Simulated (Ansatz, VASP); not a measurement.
One calculation of Al2Pt, two programs

```
Al Pt
1.0
     0.00000    2.97320    2.97320
     2.97320    0.00000    2.97320
     2.97320    2.97320    0.00000
Al Pt
2 1
Direct
  0.25000 0.25000 0.25000
  0.75000 0.75000 0.75000
  0.00000 0.00000 0.00000
```

Alike in both runs: functional PBE; k mesh 12 × 12 × 12; occupations gaussian, width 0.1 eV; no spin polarisation.

Ansatz relaxed the structure, and its values are those at the end. VASP's run is a single point on that final structure, the one shown.

|  | VASP | Ansatz |
| --- | --- | --- |
| version | VASP 6.6.1 | Ansatz 0.2.0 |
| potentials or method | VASP PAW PBE potentials, release 64 (Al, Pt) | scalar-relativistic, plane waves, PAW |
| plane-wave cutoff (eV) | 520 | 420 |
| valence electrons in the cell | 16 | 24 |

Ansatz gave:

| Item | Value |
| --- | --- |
| gap on the k mesh at the Fermi level (eV) | none |
| pressure (GPa) | 0.0 |

Problem. Estimate VASP's values.

Solution. gap on the k mesh at the Fermi level (eV): none; pressure (GPa): -0.2.

A gap of «none» marks a metal or a gap that the smearing closes. The two sets of potentials don't hold the same shells in valence.

The runs have no spin-orbit coupling, so splittings on Pt are missing.
